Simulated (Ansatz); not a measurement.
# BP: the cost of one run

Program: Ansatz 0.2.0. Level of theory: DFT r2SCAN, scalar-relativistic, plane waves, PAW. These are calculated values, not measurements.

2 further runs of the same task are left out: 2 set aside as unsound or not needed.

### Step 1. The starting structure

It takes space group F-43m (No. 216, cubic). The conventional cell has a = 4.537 Å, b = 4.537 Å, c = 4.537 Å, α = 90.00°, β = 90.00°, γ = 90.00°. B (site symmetry -43m) has 4 P at 1.96 Å in its first shell of neighbours. Around P (site symmetry -43m) lie 4 B at 1.96 Å.

Coordinates:

```cif
data_structure
_symmetry_space_group_name_H-M 'F-43m'
_symmetry_Int_Tables_number 216
_cell_length_a 4.5365
_cell_length_b 4.5365
_cell_length_c 4.5365
_cell_angle_alpha 90.000
_cell_angle_beta 90.000
_cell_angle_gamma 90.000
_cell_volume 93.36
loop_
_atom_site_label
_atom_site_type_symbol
_atom_site_symmetry_multiplicity
_atom_site_Wyckoff_symbol
_atom_site_fract_x
_atom_site_fract_y
_atom_site_fract_z
_atom_site_occupancy
B1 B 4 a 0.00000 0.00000 0.00000 1
P1 P 4 c 0.25000 0.25000 0.25000 1
```

This cell was relaxed beforehand with the same method: volume 11.67 Å³/atom, gap on the mesh 1.41 eV.

### Step 2. The slab

Miller indices refer to the conventional cell of the relaxed bulk, F-43m (No. 216): a = 4.537 Å, b = 4.537 Å, c = 4.537 Å, α = 90.00°, β = 90.00°, γ = 90.00°.

A (110) slab, 6.4 Å thick as cut, with 17 Å of vacuum; its outer planes are BP (top) and BP (bottom).

The slab as cut. Layers, bottom to top:

```
plane  atoms per cell  height over the lowest (Å)
    1              BP                        0.00
    2              BP                        1.60
    3              BP                        3.21
    4              BP                        4.81
    5              BP                        6.42
```

### Step 3. The clean surface, relaxed

input.yaml reads:

```yaml
crystal:
  lattice:
    - [3.2078136921, 0.0, 0.0]
    - [0.0, 4.5365336289, 0.0]
    - [0.0, 0.0, 23.4156273842]
  atoms:
    - { symbol: B, position: [0.5, 0.5, 0.3630054348] }
    - { symbol: P, position: [0.0, 0.25, 0.3630054348] }
    - { symbol: B, position: [0.0, 0.0, 0.4315027174] }
    - { symbol: P, position: [0.5, 0.75, 0.4315027174] }
    - { symbol: B, position: [0.5, 0.5, 0.5] }
    - { symbol: P, position: [0.0, 0.25, 0.5] }
    - { symbol: B, position: [0.0, 0.0, 0.5684972826] }
    - { symbol: P, position: [0.5, 0.75, 0.5684972826] }
    - { symbol: B, position: [0.5, 0.5, 0.6369945652] }
    - { symbol: P, position: [0.0, 0.25, 0.6369945652] }
basis:
  ecutwfc: 500
kpoints:
  mp_grid: { grid: [8, 6, 1] }
hamiltonian:
  xc: r2scan
scf:
  occupations: { method: gaussian, width: 0.05 }
output:
  forces: true
  eigenvalues: true
  write_density: true
  write_potential: true
  elf: true
  volumetric_format: npy
relax:
  adjacent_minimum: "off"
  f_tol: 0.03
  max_steps: 70
  constraints: [{ sites: [0, 1, 2, 3] }]
efield:
  axis: 3
  dipole_correction: true
  ramp_width: 0.04
```

Command:

```sh
$ ansatz run input.yaml --threads 2 --pin off --max-ram 5120MiB --backend cpu --events-out ev --progress --plain --runs-dir out
```

Q: Estimate wall time and peak memory on 2 threads of Arm Neoverse V1, shared host.

About 3.1 min, with a peak of 1.2 GiB.
